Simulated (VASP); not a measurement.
# SnSe2 (P-3m1) in VASP: a series of runs, part 2 of 2

VASP 6.6.1. Earlier steps stand in the parts before.

**4. Relaxation of cell and atoms, PBE, target pressure 5.1 GPa, at which the enthalpy is minimised**

This run uses another cell than the first one, of 24.08 Å³/atom, 0.802 times its volume.

Contents of INCAR:

```
ALGO = Normal ; EDIFF = 1E-7
EDIFFG = -0.005 ; ENCUT = 600
GGA = PE ; IBRION = 2
ISIF = 3 ; ISMEAR = 0
LASPH = True ; LCHARG = False
LREAL = False ; LWAVE = False
NELM = 80 ; NSW = 90
PREC = Accurate ; PSTRESS = 51.0
SIGMA = 0.03
```

Contents of KPOINTS:

```
k-points
0
Gamma
  9 9 5
```

Contents of POSCAR:

```
SnSe2                                   
1.0
    3.8044489140     -0.0000000000     -0.0000000000
   -1.9022244570      3.2947494069     -0.0000000000
   -0.0000000000     -0.0000000000      5.7623090676
  Sn              Se            
     1     2
Direct
     0.0000000000000000    0.0000000000000000    0.0000000000000000
     0.3333333332999970    0.6666666667000030    0.2764068015193873
     0.6666666667000030    0.3333333332999970    0.7235931984806130
```

Run with:

```
cat potpaw_PBE.64/Sn_d/POTCAR potpaw_PBE.64/Se/POTCAR > POTCAR
mpirun -np 1 vasp_std > vasp.out
```

It took 1.9 min on 1 thread of Intel Xeon Platinum 8559C (Emerald Rapids), shared host; peak memory 0.25 GiB.

The run converged. Its results:

- Free energy: -11.7030 eV
- Relaxed volume: 24.07 Å³/atom
- Relaxed cell: a = 3.805 Å, b = 3.805 Å, c = 5.759 Å, α = 90.00°, β = 90.00°, γ = 120.00°
- Space group after relaxing (to 0.05 Å): P-3m1 (No. 164)
- Energy change on relaxing (the enthalpy is what falls): +0.1 meV/atom
- Ionic steps: 4
- Pressure after relaxing: 5.1 GPa
- Band gap on the k mesh: 0.24 eV, indirect (least direct gap 0.71 eV)

Forces in eV/Å, atoms in the order of the input:
```
Sn   0.000  0.000  0.000
Se   0.000  0.000  0.003
Se   0.000  0.000 -0.003
```

Step by step:
```tsv
step	energy change (eV)	largest force (eV/Å)	pressure (GPa)	volume (Å³)
1	0.0000	0.0056	5.08	72.23
2	0.0010	0.0032	5.13	72.20
3	0.0009	0.0022	5.12	72.20
4	0.0002	0.0027	5.10	72.22
```

Final structure:
```yaml
crystal:
  lattice:
    - [3.80549, 0.00000, 0.00000]
    - [-1.90275, 3.29565, 0.00000]
    - [0.00000, 0.00000, 5.75857]
  atoms:
    - { symbol: Sn, position: [0.00000, 0.00000, 0.00000] }
    - { symbol: Se, position: [0.33333, 0.66667, 0.27636] }
    - { symbol: Se, position: [0.66667, 0.33333, 0.72364] }
```

Levels at points of the mesh, in eV from the valence-band top:
| k point | band 11 | band 12 | band 13 | band 14 | band 15 | band 16 |
| --- | --- | --- | --- | --- | --- | --- |
| (0.00, 0.00, 0.00) | -0.89 | -0.89 | -0.14 | 0.57 | 2.78 | 4.39 |

Caveat: the cell is relaxed towards a set pressure, so the enthalpy falls and the energy may rise; spin-orbit coupling is left out, which moves the levels of the heavy elements; an odd mesh through Γ misses points on the zone boundary, where band edges often lie.

**5. Relaxation of cell and atoms, PBE**

This run uses another cell than the first one, of 25.73 Å³/atom, 0.857 times its volume.

Contents of INCAR:

```
SYSTEM = SnSe2
ALGO = Normal
EDIFF = 1E-6
EDIFFG = -0.01
ENCUT = 300
GGA = PE
IBRION = 2
ISIF = 3
ISMEAR = 0
LASPH = .True.
LCHARG = .False.
LREAL = .False.
LWAVE = .False.
NELM = 80
NSW = 90
PREC = Accurate
SIGMA = 0.03
```

Contents of KPOINTS:

```
k-points
0
Gamma
  5 5 3
  0 0 0
```

Contents of POSCAR:

```
SnSe2
1.0
    3.8110000000      0.0000000000      0.0000000000
   -1.9055000000      3.3004228138      0.0000000000
    0.0000000000      0.0000000000      6.1360000000
Sn Se
1 2
Direct
    0.0000000000      0.0000000000      0.0000000000
    0.3333333333      0.6666666667      0.2490000000
    0.6666666667      0.3333333333      0.7510000000
```

Potentials or basis: VASP PAW PBE potentials, release 64 (Sn, Se).

Run with:

```
cat potpaw_PBE.64/Sn/POTCAR potpaw_PBE.64/Se/POTCAR > POTCAR
mpirun -np 1 vasp_std > vasp.out
```

It took 99 s on 1 thread of Intel Xeon Platinum 8259CL at 2.50GHz (Skylake/Cascade Lake), shared host; peak memory 0.16 GiB.

It converged, with:

| Property | Result |
| --- | --- |
| Free energy | -11.8658 eV |
| Relaxed volume | 29.52 Å³/atom |
| Relaxed cell | a = 3.881 Å, b = 3.881 Å, c = 6.789 Å, α = 90.00°, β = 90.00°, γ = 120.00° |
| Space group after relaxing (to 0.05 Å) | P-3m1 (No. 164) |
| Energy gained by relaxing | 41.0 meV/atom |
| Ionic steps | 22 |
| Pressure after relaxing | 0.0 GPa |
| Largest force after relaxing | 0.006 eV/Å |
| Band gap on the k mesh | 0.86 eV, indirect (least direct gap 1.18 eV) |

Forces in eV/Å, atoms in the order of the input:
```
Sn   0.000  0.000  0.000
Se   0.000  0.000 -0.006
Se   0.000  0.000  0.006
```

Step by step:
```
step  energy change (eV)  largest force (eV/Å)  pressure (GPa)  volume (Å³)
   1              0.0000                0.7478            5.64        77.18
   2             -0.0351                0.6702           -3.38        87.74
   3             -0.1045                0.1014            0.04        82.68
   4             -0.1045                0.0870            0.12        82.57
   5             -0.1060                0.0895            0.13        82.75
   6             -0.1098                0.0954            0.13        83.28
   7             -0.1147                0.1078            0.18        84.33
   8             -0.1144                0.1285            0.41        86.37
   9             -0.1163                0.1099            0.29        85.27
  10             -0.1178                0.1044            0.20        85.69
  11             -0.1209                0.0878           -0.07        86.97
  12             -0.1210                0.0528           -0.53        89.56
  13             -0.1219                0.0667           -0.31        88.32
  14             -0.1226                0.0140            0.02        88.28
  15             -0.1226                0.0091            0.00        88.28
  16             -0.1227                0.0054            0.02        88.27
  17             -0.1228                0.0019            0.08        88.25
  18             -0.1228                0.0236           -0.01        88.45
  19             -0.1228                0.0165            0.01        88.39
  20             -0.1229                0.0130            0.01        88.45
  21             -0.1229                0.0029           -0.03        88.62
  22             -0.1229                0.0059           -0.02        88.56
```

Final structure:
```xyz
3
Lattice="3.8810 0.0000 0.0000 -1.9405 3.3611 0.0000 0.0000 0.0000 6.7893" Properties=species:S:1:pos:R:3 pbc="T T T"
Sn    0.0000    0.0000    0.0000
Se    0.0000    2.2407    1.5881
Se    1.9405    1.1204    5.2012
```

Levels at points of the mesh, in eV from the valence-band top:
```csv
k point,band 5,band 6,band 7,band 8,band 9,band 10,band 11,band 12
"(0.00, 0.00, 0.00)",-0.46,-0.35,-0.13,-0.13,1.05,3.08,4.59,4.59
```

Caveat: spin-orbit coupling is left out, which moves the levels of the heavy elements; an odd mesh through Γ misses points on the zone boundary, where band edges often lie; this functional lacks dispersion, which binds the layers, so the pressure and a relaxed spacing across them are unreliable; the volume moved by +15 % from the deposited cell, more than functionals usually miss.

**6. Relaxation of cell and atoms, PBE**

This run uses another cell than the first one, of 29.52 Å³/atom, 0.984 times its volume.

Changes to INCAR since step 5:

```diff
@@ -2,4 +2,4 @@
 ALGO = Normal
-EDIFF = 1E-6
-EDIFFG = -0.01
+EDIFF = 1E-7
+EDIFFG = -0.005
 ENCUT = 300
```

KPOINTS is that of step 5.

Contents of POSCAR:

```
SnSe2                                   
1.0
    3.8810485847      0.0000000000      0.0000000000
   -1.9405242923      3.3610866676      0.0000000000
   -0.0000000000      0.0000000000      6.7893381496
  Sn              Se            
     1     2
Direct
     0.0000000000000000    0.0000000000000000    0.0000000000000000
     0.3333333332999970    0.6666666667000030    0.2339148622056281
     0.6666666667000030    0.3333333332999970    0.7660851377943718
```

Potentials or basis: VASP PAW PBE potentials, release 64 (Sn, Se).

Run with:

```
cat potpaw_PBE.64/Sn/POTCAR potpaw_PBE.64/Se/POTCAR > POTCAR
mpirun -np 1 vasp_std > vasp.out
```

Run time: 88 s. Hardware: 1 thread of Intel Xeon Platinum 8259CL at 2.50GHz (Skylake/Cascade Lake), shared host; peak memory 0.16 GiB.

Results (log left out):

```yaml
Free_energy: -11.8688 eV
Relaxed_volume: 30.37 Å³/atom
Relaxed_cell: a = 3.877 Å, b = 3.877 Å, c = 6.998 Å, α = 90.00°, β = 90.00°, γ = 120.00°
Space_group_after_relaxing_to_0.05_Å: P-3m1 (No. 164)
Energy_gained_by_relaxing: 0.3 meV/atom
Ionic_steps: 18
Pressure_after_relaxing: 0.0 GPa
Band_gap_on_the_k_mesh: 0.90 eV, indirect (least direct gap 1.19 eV)
```

The path:
| step | energy change (eV) | largest force (eV/Å) | pressure (GPa) | volume (Å³) |
| --- | --- | --- | --- | --- |
| 1 | 0.0000 | 0.0068 | 0.01 | 88.56 |
| 2 | 0.0000 | 0.0125 | 0.01 | 88.59 |
| 3 | -0.0001 | 0.0273 | 0.00 | 88.66 |
| 4 | -0.0001 | 0.0250 | 0.01 | 88.68 |
| 5 | -0.0002 | 0.0181 | 0.05 | 88.73 |
| 6 | -0.0003 | 0.0042 | 0.13 | 88.82 |
| 7 | -0.0003 | 0.0046 | 0.13 | 88.86 |
| 8 | -0.0004 | 0.0058 | 0.11 | 88.97 |
| 9 | -0.0005 | 0.0082 | 0.07 | 89.20 |
| 10 | -0.0007 | 0.0128 | 0.00 | 89.65 |
| 11 | -0.0008 | 0.0213 | -0.14 | 90.56 |
| 12 | -0.0008 | 0.0195 | -0.11 | 90.39 |
| 13 | -0.0009 | 0.0131 | -0.09 | 90.53 |
| 14 | -0.0010 | 0.0036 | -0.06 | 90.72 |
| 15 | -0.0010 | 0.0155 | 0.01 | 91.10 |
| 16 | -0.0010 | 0.0105 | -0.01 | 91.00 |
| 17 | -0.0010 | 0.0083 | 0.00 | 91.02 |
| 18 | -0.0010 | 0.0020 | 0.02 | 91.11 |

Final structure:
```cif
data_structure
_symmetry_space_group_name_H-M 'P 1'
_symmetry_Int_Tables_number 1
_cell_length_a 3.8772
_cell_length_b 3.8772
_cell_length_c 6.9984
_cell_angle_alpha 90.000
_cell_angle_beta 90.000
_cell_angle_gamma 120.000
_cell_volume 91.11
loop_
_atom_site_label
_atom_site_type_symbol
_atom_site_fract_x
_atom_site_fract_y
_atom_site_fract_z
_atom_site_occupancy
Sn1 Sn 0.00000 0.00000 0.00000 1
Se1 Se 0.33333 0.66667 0.22706 1
Se2 Se 0.66667 0.33333 0.77294 1
```

Levels at points of the mesh, in eV from the valence-band top:
| k point | band 5 | band 6 | band 7 | band 8 | band 9 | band 10 | band 11 | band 12 |
| --- | --- | --- | --- | --- | --- | --- | --- | --- |
| (0.00, 0.00, 0.00) | -0.46 | -0.46 | -0.11 | -0.11 | 1.11 | 3.09 | 4.59 | 4.59 |

Caveat: spin-orbit coupling is left out, which moves the levels of the heavy elements; an odd mesh through Γ misses points on the zone boundary, where band edges often lie; this functional lacks dispersion, which binds the layers, so the pressure and a relaxed spacing across them are unreliable.

**7. Overview**

```tsv
potentials or basis	cell	k mesh	cutoff (eV)	target pressure	gap on the mesh (eV)	pressure (GPa)	relaxed volume (Å³/atom)
VASP PAW PBE potentials, release 64 (Sn_d, Se)	relaxed	9 × 9 × 5	600	-	0.73	0.0	30.03
VASP PAW PBE potentials, release 64 (Sn_d, Se)	relaxed to 5.1 GPa	9 × 9 × 5	600	5.1 GPa	0.24	5.1	-
VASP PAW PBE potentials, release 64 (Sn, Se)	relaxed	5 × 5 × 3	300	-	0.90	0.0	30.37
```

Alike in all rows: task relaxation of cell and atoms; level PBE; no spin polarisation; smearing gaussian 0.03 eV.

Caveats: spin-orbit coupling is left out, which moves the levels of the heavy elements; an odd mesh through Γ misses points on the zone boundary, where band edges often lie; this functional lacks dispersion, which binds the layers, so the pressure and a relaxed spacing across them are unreliable (some runs); the cell is relaxed towards a set pressure, so the enthalpy falls and the energy may rise (some runs).

Absolute energies hang on the potentials; compare differences alone.
